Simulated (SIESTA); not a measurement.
The system is C.

```
C
1.0
     2.52210    0.00000    0.00000
    -1.26105    2.18420    0.00000
     0.00000    0.00000    8.23710
C
8
Direct
  0.66667 0.33333 0.84375
  0.33333 0.66667 0.34375
  0.66667 0.33333 0.65625
  0.33333 0.66667 0.15625
  0.00000 0.00000 0.90625
  0.00000 0.00000 0.40625
  0.00000 0.00000 0.59375
  0.00000 0.00000 0.09375
```

This is a hexagonal form of diamond, not graphite.

Base run:

```yaml
Program: SIESTA 5.4.2
Functional: B86bPBE
Potentials_or_basis: PseudoDojo 0.4 standard (PBE files)
Basis: DZP (energy shift 0.002 Ry)
Grid_cutoff: 500 Ry
Energy_shift: 0.002 Ry
k_mesh: 12 × 12 × 4
Occupations: fermi-dirac, width 0.05 eV
Spin: no spin polarisation
```

Its results: band gap on the k mesh 4.62 eV, indirect (least direct gap 5.30 eV); pressure 12.2 GPa; largest force 0.328 eV/Å.

Q: The run is repeated on the same cell with these changes: functional from B86bPBE to PBE; basis from DZP (energy shift 0.002 Ry) to TZ (energy shift 0.002 Ry). What comes out?

A: Band gap on the k mesh 5.32 eV, direct; pressure 5.5 GPa; largest force 0.320 eV/Å.

Several settings changed at once, so the effect can't be laid on one alone.

Caveats: the basis of atomic orbitals isn't converged, which shifts pressures, moduli and gaps; the potentials were made for another functional, which shifts forces and pressure (some runs); the basis has no polarisation orbitals (some runs).
